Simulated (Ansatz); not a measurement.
# TePb (Pm-3m) in Ansatz: single point with r2SCAN0

Aim: the single point of TePb with r2SCAN0.

Everything below comes from runs of Ansatz 0.2.0. Logs are shortened: lines on timing, memory, paths and dates and some standing lists are left out, and cuts for length are marked.

## (1) The crystal as given

Symmetry: Pm-3m, No. 221, cubic system. The conventional cell has a = 4.002 Å, b = 4.002 Å, c = 4.002 Å, α = 90.00°, β = 90.00°, γ = 90.00°. Pb (site symmetry m-3m) is surrounded by 8 Te at 3.47 Å. Te (site symmetry m-3m) is surrounded by 8 Pb at 3.47 Å.

Measurements of this composition are mostly on another form, of space group No. 225.

## (2) Single point, r2SCAN0, spin-orbit coupling, no magnetisation

input.yaml

```yaml
crystal:
  lattice:
    - [4.002287, 0.0, 0.0]
    - [0.0, 4.002287, 0.0]
    - [0.0, 0.0, 4.002287]
  atoms:
    - { symbol: Pb, position: [0.0, 0.0, 0.0] }
    - { symbol: Te, position: [0.5, 0.5, 0.5] }
hamiltonian:
  xc: r2scan0
  pseudopotentials: { kind: paw_fr }
magnetization:
  noncollinear: true
  spin_orbit: true
kpoints:
  mp_grid: { grid: [4, 4, 4] }
scf:
  occupations: { method: fermi_dirac, width: 0.05 }
output:
  forces: true
  stress: true
  eigenvalues: true
```

Potentials or basis: Ansatz PAW.

On the command line:

```console
$ ansatz run input.yaml --threads 2 --pin off --max-ram 5632MiB --backend cpu --events-out ev --progress --plain --runs-dir out
```

Log:

```text
Warning: output.stress: scf.convergence.dr2_threshold = 1e-7 eV (the SCF's general default) is looser than the 2e-10 eV advised for a printed stress (1e-10 eV for each atom of the cell: 2). What an SCF threshold leaves in a stress goes as its square root, and in the free energy as the threshold itself, and one threshold admits the most on a small cell: of the crystals measured, under no hybrid functional and no lock of the moments, on runs that ended without the residual-converged pass, on stresses that held no estimate of that error, the worst erred by over 100 MPa in a component at 1e-7 eV an atom and by under 5 at 1e-10. Set scf.convergence.dr2_threshold to 2e-10 eV or tighter. The threshold is an SCF's pass mark: one that does not reach it within its budget of iterations ends unconverged, or closes short of it on a stop that the run arms, and scf.convergence.dr2_threshold's page says what that costs each kind of run
Warning: output.stress: scf.exx.energy_threshold = 1e-6 eV is looser than the 2e-8 eV advised for a stress under a hybrid functional (1e-8 eV for each atom of the cell: 2). Every SCF of the exchange loop can meet its threshold on dr2 while the loop round them stops early: no threshold on dr2 bounds what that leaves in the stress. Set scf.exx.energy_threshold to 2e-8 eV or tighter. The threshold is the loop's pass mark: a loop that does not reach it within its budget of cycles ends unconverged, and scf.exx.energy_threshold's page has the law
Warning: RAYON_NUM_THREADS=2 ignored (pool sized by the plan → 2); use --threads N
Engine: ansatz 0.2.0, x86_64-unknown-linux-gnu
Pseudopotentials: kind: paw_fr
Pseudopotential: Pb, paw_fr, valence charge 14, recommended cutoff 500 eV (meta_gga), Pb.paw.azcp#standard-fr
Pseudopotential: Te, paw_fr, valence charge 16, recommended cutoff 500 eV (meta_gga), Te.paw.azcp#standard-fr
Functional definition: r2SCAN0
  parameter a = 0.25
  parameter k0 = 0.174
  parameter k1 = 0.065
  parameter a1 = 4.9479
  exchange = (1 - a)*r2scan_x(k0 = k0, k1 = k1, a1 = a1) + a*exact_x
  correlation = r2scan_c
non-collinear run that drives no moment, with spin-orbit: no starting moment large enough to seed its density (crystal.atoms[].spin), no starting occupations that ask for one, no magnetisation constraint and no magnetic field, so the semilocal B_xc is pinned to zero
Crystal: 2 atoms, lattice volume = 64.110 Å³
Basis set: ecut = 500 eV, 1647 PW (Γ), exchange–correlation on 120×120×120 points (64 copies of the dense FFT grid, shifted against one another)
Bands: 38, of which v1, the nominal top of the filled ones, is band 30 counted from 1 (29 counted from 0)
Symmetry: 48 space group operations + 48 with time reversal
Magnetic group: BNS 221.93 (UNI 1595), of the structure as read, at distance tolerance 4.0e-5 Å
k-points: 10 of 64
Projection manifold: j_resolved (fully-relativistic pseudo-atomic orbitals)
Non-local potential: Pb, projectors of the file, l = 0: 2, l = 1: 4, l = 2: 4, l = 3: 4
Non-local potential: Te, projectors of the file, l = 0: 2, l = 1: 4, l = 2: 4, l = 3: 4
PAW form: soft (Blöchl's): semilocal exchange-correlation on the pseudo side does not see the compensation charge
PAW frozen core: Pb, regenerated for the run's functional, and the local potential with it (the file was generated under x = pbe(κ = 0.804, μ = 0.2195149727645171), c = pbe(β = 0.06672455060314922))
PAW frozen core: Te, regenerated for the run's functional, and the local potential with it (the file was generated under x = pbe(κ = 0.804, μ = 0.2195149727645171), c = pbe(β = 0.06672455060314922))
PAW one-centre angular grid: Pb, 590 points (default); XC on 303 of its mesh's 2897 points in the sphere
PAW one-centre angular grid: Te, 590 points (default); XC on 224 Gauss nodes
Initial density: superposition of atomic densities (chi_scale 0.1, normalization cell, long waves kept (reshape's long-wave potential 0.00 eV rms))
Initial wavefunctions: pseudopotential atomic-orbital guess
Functional: x = r2scan, c = r2scan; τ floored in thin density (d = 2e-4 eV/Å³), warm-up for x = 0.75 r2scan + 0.25 exact, c = r2scan; τ floored in thin density (d = 2e-4 eV/Å³)
iter 1 solved again at ethr=6.39e-3 eV; its pass at ethr=1.00e-1 eV (dr2=1.92e0 eV) is discarded
SCF iter   1: F=—  HF=-18871.615605 eV  |F-HF|=—  |Δ(HF+E_count)|=         —  Δρ=2.97e-2  dr2=1.92e0  dr2_τ=2.90e-3  dr2_m=0.00e0 (ungated)  ethr=6.39e-3  |M|=0.00e0 ∫|m|=0.00e0 μB  |m|>n=0.0e0 m-floor=0.0e0 τ_xc=0.0e0  β_m=0.30  ⟨swp⟩=4.6  Hψ=2070  notcnv=0
preconditioner: auto → none  [insulator: Δε(μ)=0.280 eV  Ē_g=14.898 eV  σ=0.050 eV  W_gap=0.82  n_scr=18 (ndim 8)  ℏωp=20.7 eV  f_vac=0.000  D(μ)=0.59/eV (n_scr^D=0)]
iter 2 solved again at ethr=3.62e-4 eV; its pass at ethr=6.39e-3 eV (dr2=1.08e-1 eV) is discarded
SCF iter   2: F=—  HF=-18871.113894 eV  |F-HF|=—  |Δ(HF+E_count)|=   5.02e-1  Δρ=8.67e-3  dr2=1.01e-1  dr2_τ=1.54e-3  dr2_m=0.00e0 (ungated)  ethr=3.62e-4  |M|=0.00e0 ∫|m|=0.00e0 μB  |m|>n=0.0e0 m-floor=0.0e0 τ_xc=0.0e0  β_m=0.34  ⟨swp⟩=5.1  Hψ=1790  notcnv=0  defer=6
preconditioner: auto → Kerker (q_TF=auto, 2.404 Å⁻¹)  [metal: Δε(μ)=0.047 eV  Ē_g=15.254 eV  σ=0.050 eV  W_gap=0.23  n_scr=18 (ndim 8)  ℏωp=20.7 eV  f_vac=0.000  D(μ)=1.67/eV (n_scr^D=6)]
spin=Noncollinear: Kerker preconditioning applied to the charge; magnetization (m_x, m_y, m_z) channels mix plain (no charge-response kernel on spin).
SCF iter   3: F=—  HF=-18871.115587 eV  |F-HF|=—  |Δ(HF+E_count)|=   1.69e-3  Δρ=5.28e-3  dr2=1.69e-2  dr2_τ=9.69e-5  dr2_m=0.00e0 (ungated)  ethr=3.36e-4  |M|=0.00e0 ∫|m|=0.00e0 μB  |m|>n=0.0e0 m-floor=0.0e0 τ_xc=0.0e0  β_m=0.66  ⟨swp⟩=3.7  Hψ=876  notcnv=0  defer=6
SCF iter   4: F=—  HF=-18871.122766 eV  |F-HF|=—  |Δ(HF+E_count)|=   7.18e-3  Δρ=4.03e-3  dr2=2.85e-2  dr2_τ=5.75e-5  dr2_m=0.00e0 (ungated)  ethr=5.65e-5  |M|=0.00e0 ∫|m|=0.00e0 μB  |m|>n=0.0e0 m-floor=0.0e0 τ_xc=0.0e0  β_m=0.83  ⟨swp⟩=4.3  Hψ=1170  notcnv=0  defer=6
[... 25 lines left out ...]
Projection manifold: j_resolved (fully-relativistic pseudo-atomic orbitals)
Frozen-core exchange: fock
SCF iter   1: F=—  HF=-18857.388400 eV  |F-HF|=—  |Δ(HF+E_count)|=         —  Δρ=7.55e-4  dr2=1.19e-3  dr2_τ=1.70e-6  dr2_m=0.00e0 (ungated)  ethr=4.29e-4  |M|=0.00e0 ∫|m|=0.00e0 μB  |m|>n=0.0e0 m-floor=0.0e0 τ_xc=0.0e0  β_m=0.30  ⟨swp⟩=2.0  Hψ=760  notcnv=0
preconditioner: auto → none  [insulator: Δε(μ)=0.414 eV  Ē_g=10.670 eV  σ=0.050 eV  W_gap=0.97  n_scr=18 (ndim 8)  ℏωp=14.7 eV  f_vac=0.000  D(μ)=0.06/eV (n_scr^D=0)]
SCF iter   2: F=-18857.388166 eV  HF=-18857.388172 eV  |F-HF|=6.16e-6  |Δ(HF+E_count)|=   2.28e-4  Δρ=1.36e-4  dr2=3.08e-4  dr2_τ=1.34e-7  dr2_m=0.00e0 (ungated)  ethr=2.75e-6  |M|=0.00e0 ∫|m|=0.00e0 μB  |m|>n=0.0e0 m-floor=0.0e0 τ_xc=0.0e0  ⟨swp⟩=3.9  Hψ=828  notcnv=0
SCF 3 stopped early in 2 iterations: F = -18857.388166 eV  dr2 = 3.08e-4
hybrid outer 2: dexx = +1.397e-3 eV, tail = 6.80e-4 eV, Δε = 2.32e-1 eV (about 5.41e-2 eV left of the loop's levels)
Projection manifold: j_resolved (fully-relativistic pseudo-atomic orbitals)
Frozen-core exchange: fock
SCF iter   1: F=—  HF=-18857.389665 eV  |F-HF|=—  |Δ(HF+E_count)|=         —  Δρ=1.71e-4  dr2=5.01e-5  dr2_τ=8.82e-8  dr2_m=0.00e0 (ungated)  ethr=1.05e-5  |M|=0.00e0 ∫|m|=0.00e0 μB  |m|>n=0.0e0 m-floor=0.0e0 τ_xc=0.0e0  β_m=0.30  ⟨swp⟩=2.7  Hψ=780  notcnv=0
preconditioner: auto → none  [insulator: Δε(μ)=0.556 eV  Ē_g=15.469 eV  σ=0.050 eV  W_gap=0.99  n_scr=18 (ndim 8)  ℏωp=18.6 eV  f_vac=0.000  D(μ)=0.02/eV (n_scr^D=0)]
SCF iter   2: F=—  HF=-18857.389655 eV  |F-HF|=—  |Δ(HF+E_count)|=   9.61e-6  Δρ=5.72e-5  dr2=8.89e-6  dr2_τ=3.41e-8  dr2_m=0.00e0 (ungated)  ethr=1.32e-7  |M|=0.00e0 ∫|m|=0.00e0 μB  |m|>n=0.0e0 m-floor=0.0e0 τ_xc=0.0e0  β_m=0.41  ⟨swp⟩=3.9  Hψ=898  notcnv=0
SCF iter   3: F=—  HF=-18857.389655 eV  |F-HF|=—  |Δ(HF+E_count)|=   1.16e-7  Δρ=1.89e-5  dr2=7.82e-6  dr2_τ=3.08e-9  dr2_m=0.00e0 (ungated)  ethr=5.02e-9  |M|=0.00e0 ∫|m|=0.00e0 μB  |m|>n=0.0e0 m-floor=0.0e0 τ_xc=0.0e0  β_m=0.51  ⟨swp⟩=3.4  Hψ=804  notcnv=0  defer=2
SCF iter   4: F=—  HF=-18857.389754 eV  |F-HF|=—  |Δ(HF+E_count)|=   9.88e-5  Δρ=2.98e-5  dr2=1.41e-6  dr2_τ=1.09e-9  dr2_m=0.00e0 (ungated)  ethr=8.27e-10  |M|=0.00e0 ∫|m|=0.00e0 μB  |m|>n=0.0e0 m-floor=0.0e0 τ_xc=0.0e0  β_m=0.51  ⟨swp⟩=4.8  Hψ=1340  notcnv=0
SCF iter   5: F=—  HF=-18857.389754 eV  |F-HF|=—  |Δ(HF+E_count)|=   3.26e-7  Δρ=3.46e-6  dr2=3.02e-7  dr2_τ=8.97e-11  dr2_m=0.00e0 (ungated)  ethr=8.27e-10  |M|=0.00e0 ∫|m|=0.00e0 μB  |m|>n=0.0e0 m-floor=0.0e0 τ_xc=0.0e0  β_m=0.66  ⟨swp⟩=4.1  Hψ=936  notcnv=0
SCF iter   6: F=—  HF=-18857.389755 eV  |F-HF|=—  |Δ(HF+E_count)|=   1.25e-6  Δρ=8.94e-6  dr2=1.30e-7  dr2_τ=2.00e-10  dr2_m=0.00e0 (ungated)  ethr=3.35e-11  |M|=0.00e0 ∫|m|=0.00e0 μB  |m|>n=0.0e0 m-floor=0.0e0 τ_xc=0.0e0  β_m=0.66  ⟨swp⟩=5.2  Hψ=1308  notcnv=0
SCF iter   7: F=-18857.389755 eV  HF=-18857.389755 eV  |F-HF|=1.86e-10  |Δ(HF+E_count)|=   4.18e-8  Δρ=7.02e-7  dr2=1.23e-9  dr2_τ=5.74e-12  dr2_m=0.00e0 (ungated)  ethr=3.35e-11  |M|=0.00e0 ∫|m|=0.00e0 μB  |m|>n=0.0e0 m-floor=0.0e0 τ_xc=0.0e0  ⟨swp⟩=4.4  Hψ=978  notcnv=0
SCF 4 converged in 7 iterations: F = -18857.389755 eV  dr2 = 1.23e-9
  Residual-converged pass: ⟨swp⟩=3.0  Hψ=690  notcnv=0  max |occ|·‖R‖ = 2.3e-6 eV (tolerance 2.4e-6 eV)  dr2=1.22e-9  dr2_τ=5.81e-12  dr2_m=0.00e0 (ungated)  dr2_onsite=7.16e-11  max |Δocc| = 4.3e-13
hybrid outer 3: dexx = +3.548e-5 eV, tail = 6.00e-8 eV, Δε = 1.01e-1 eV (about 1.37e-3 eV left of the loop's levels)
hybrid SCF converged: 3 outer / 15 inner (+12 warm-up), last move |dexx| = 3.55e-5 eV, tail = 6.00e-8 eV
Magnetization: |M| = 0.0000 μB,  M = (+0.0000, +0.0000, +0.0000) μB
Absolute magnetization: 0.0000 μB (∫|m|)
  site 0: m = (+0.0000, +0.0000, +0.0000) μB, |m| = 0.0000 μB  (R = 1.43 Å)
  site 1: m = (+0.0000, +0.0000, +0.0000) μB, |m| = 0.0000 μB  (R = 1.43 Å)
Free energy (F): -18857.389754 eV
Frozen-core exchange: fock
Harris-Foulkes:  -18857.389754 eV  (|F-HF|=1.86e-10)
Internal energy: -18857.389447 eV  (E = F + TS)
E sigma→0 (E₀):  -18857.389601 eV
Entropy (-TS):   -0.000308 eV (-0.154 meV/atom)
Fermi energy:    9.336536 eV
--- Per-component energies (eV) ---
  E_band       = -374.606209
  E_kinetic    = 467.499277
  E_local      = -2206.584700  (includes V_loc(G=0)·N_el)
  E_nonlocal   = 39.621975
  E_hartree    = 1179.674751
  E_xc         = -250.987710
  E_vxc        = -196.977222  (∫ρ·V_xc dr)
  E_exx        = -88.627063  (= α·E_x^exact, valence–valence)
  E_paw        = -15045.652019  (= ΣΔE_a)
  E_vpaw       = -672.123569  (= ΣTr[D̂ρ^β])
  E_aug_tail   = -0.000022  (compensation charges beyond the density's cutoff)
  E_vtau       = 11.862244  (kinetic-family band-sum trace: ∫τ·v_τ [+ j·A + Jᵃ·Aᵃ] dr)
  E_ewald      = -2953.345067
  E_core_change = 1.011133  (= ΣΔE_core)
  E_smearing   = -0.000308  (= −TS)
  E_closure    = -0.000001  (closes the sum)
  Σ components = -18857.389754   (vs F -18857.389754, Δ=3.64e-12)
--- Forces (eV/Å), atoms counted from 1 ---
  atom   1  Pb     0.00000000    -0.00000000     0.00000000
  atom   2  Te    -0.00000000     0.00000000     0.00000000
  max |Σ_I F_I| component: 5.92e-29 eV/Å
--- Stress (GPa, compression-positive) ---
       -0.507161       0.000000       0.000000
        0.000000      -0.507161       0.000000
        0.000000       0.000000      -0.507161
  P = ⅓ Tr σ = -0.5072 GPa (-5.072 kbar)
--- Band table (eV; the first three rows and the last of 10) ---
  k-point 0: bands = ["-31.1860", "-31.1860", "-31.1860", "-31.1860", "-29.6908", "-29.6908", "-29.6908", "-29.6908", "-29.6905", "-29.6905", "-12.1080", "-12.1080", "-12.1080", "-12.1080", "-9.4862", "-9.4862", "-9.4862", "-9.4862", "-9.4306", "-9.4306", "-4.8267", "-4.8267", "1.6338", "1.6338", "6.2193", "6.2193", "7.4264", "7.4264", "7.4264", "7.4264", "13.9358", "13.9358", "14.5060", "14.5060", "14.5060", "14.5060", "16.6730", "16.6730"]
  k-point 1: bands = ["-31.1861", "-31.1861", "-31.1855", "-31.1855", "-29.6910", "-29.6910", "-29.6906", "-29.6906", "-29.6897", "-29.6897", "-12.1092", "-12.1092", "-12.1025", "-12.1025", "-9.4873", "-9.4873", "-9.4692", "-9.4692", "-9.4405", "-9.4405", "-4.2708", "-4.2708", "0.3932", "0.3932", "6.7074", "6.7074", "7.7173", "7.7173", "8.0644", "8.0644", "12.1090", "12.1090", "14.0481", "14.0481", "14.9120", "14.9120", "15.0079", "15.0079"]
  k-point 2: bands = ["-31.1863", "-31.1863", "-31.1849", "-31.1849", "-29.6913", "-29.6913", "-29.6907", "-29.6907", "-29.6885", "-29.6885", "-12.1104", "-12.1104", "-12.0980", "-12.0980", "-9.4903", "-9.4903", "-9.4522", "-9.4522", "-9.4488", "-9.4488", "-3.2677", "-3.2677", "-1.2405", "-1.2405", "7.8451", "7.8451", "8.6816", "8.6816", "9.0358", "9.0358", "9.8370", "9.8370", "12.0399", "12.0399", "13.0937", "13.0937", "15.9853", "15.9853"]
  k-point 9: bands = ["-31.1847", "-31.1847", "-31.1847", "-31.1847", "-29.6925", "-29.6925", "-29.6876", "-29.6876", "-29.6876", "-29.6876", "-12.0982", "-12.0982", "-12.0982", "-12.0982", "-9.5013", "-9.5013", "-9.4336", "-9.4336", "-9.4336", "-9.4336", "-1.9381", "-1.9381", "1.0394", "1.0394", "5.6181", "5.6181", "6.3641", "6.3641", "6.3641", "6.3641", "7.2030", "7.2030", "8.7687", "8.7687", "8.7687", "8.7687", "24.5298", "24.5298"]
```

It took 75 s on 2 threads of AMD EPYC 9B45 (Zen 5), shared host; peak memory 2.4 GiB.

What came out:

- Free energy: -18857.3898 eV
- Pressure: -0.5 GPa
- Band gap on the k mesh: none (metal or under the smearing width)

Levels at points of the mesh, in eV from the Fermi level:
```csv
k point,band 28,band 29,band 30,band 31,band 32,band 33
"(0.00, 0.00, 0.00)",-1.91,-1.91,-1.91,4.60,4.60,5.17
"(0.00, 0.00, -0.50)",-0.65,-0.30,-0.30,0.50,0.50,2.70
"(0.00, -0.50, -0.50)",-5.45,0.27,0.27,3.55,3.55,5.16
"(-0.50, -0.50, -0.50)",-2.97,-2.97,-2.97,-2.13,-2.13,-0.57
```

Caveat: the k mesh is coarse (spacing up to 0.39 Å⁻¹), so the values aren't converged, least of all with exact exchange; the PAW data sets come from PBE, with cores solved anew for the run's functional, which leaves a small shift of forces and pressure; the thresholds are loose for stress.
